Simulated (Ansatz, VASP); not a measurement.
GaN in VASP and in Ansatz

```
Ga N
1.0
     3.25950    0.00000    0.00000
    -1.62975    2.82281    0.00000
     0.00000    0.00000    5.42430
Ga N
2 2
Direct
  0.33333 0.66667 0.00000
  0.66667 0.33333 0.50000
  0.33333 0.66667 0.37500
  0.66667 0.33333 0.87500
```

Change from the starting cell: strain +0.025 along x and y, +0.050 along z, atoms carried along.

Alike in both runs: task single point; functional PBE; k mesh 12 × 12 × 6; occupations gaussian, width 0.05 eV; no spin polarisation.

|  | VASP | Ansatz |
| --- | --- | --- |
| version | VASP 6.6.1 | Ansatz 0.2.0 |
| potentials or method | VASP PAW PBE potentials, release 64 (Ga_d, N) | scalar-relativistic, plane waves, PAW |
| plane-wave cutoff (eV) | 520 | 420 |
| valence electrons in the cell | 36 | 36 |

```csv
,VASP,Ansatz,Ansatz less VASP
gap on the k mesh at the Fermi level (eV),1.25,1.25,-0.001
least direct gap on the mesh (eV),1.25,1.25,-0.001
pressure (GPa),-8.7,-8.9,-0.22
largest component of the traceless stress (GPa),3.67,3.67,+0.001
rms of the force components (eV/Å),0.007,0.007,+0.0004
```

Atom by atom the forces differ by 0.000 eV/Å (rms over components).
